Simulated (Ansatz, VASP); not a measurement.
One calculation of CoSi2, two programs

```
Co Si
1.0
     0.00000    2.65209    2.65209
     2.65209    0.00000    2.65209
     2.65209    2.65209    0.00000
Co Si
1 2
Direct
  0.00000 0.00000 0.00000
  0.25000 0.25000 0.25000
  0.75000 0.75000 0.75000
```

Alike in both runs: functional PBE; dispersion D3(BJ); k mesh 14 × 14 × 14; occupations gaussian, width 0.1 eV; no spin polarisation.

Ansatz relaxed the structure, and its values are those at the end. VASP's run is a single point on that final structure, the one shown.

|  | VASP | Ansatz |
| --- | --- | --- |
| version | VASP 6.6.1 | Ansatz 0.2.0 |
| potentials or method | VASP PAW PBE potentials, release 64 (Co, Si) | scalar-relativistic, plane waves, PAW |
| plane-wave cutoff (eV) | 520 | 420 |
| valence electrons in the cell | 17 | 25 |

|  | VASP | Ansatz | Ansatz less VASP |
| --- | --- | --- | --- |
| gap on the k mesh at the Fermi level (eV) | none | none | - |
| pressure (GPa) | -0.2 | 0.0 | +0.14 |

A gap of «none» marks a metal or a gap that the smearing closes. The two sets of potentials don't hold the same shells in valence.

Caveats: pairwise dispersion overbinds metals, which lowers pressure and volume. Spin polarisation is off, so any magnetic state and its effect on volume and gap are missing.
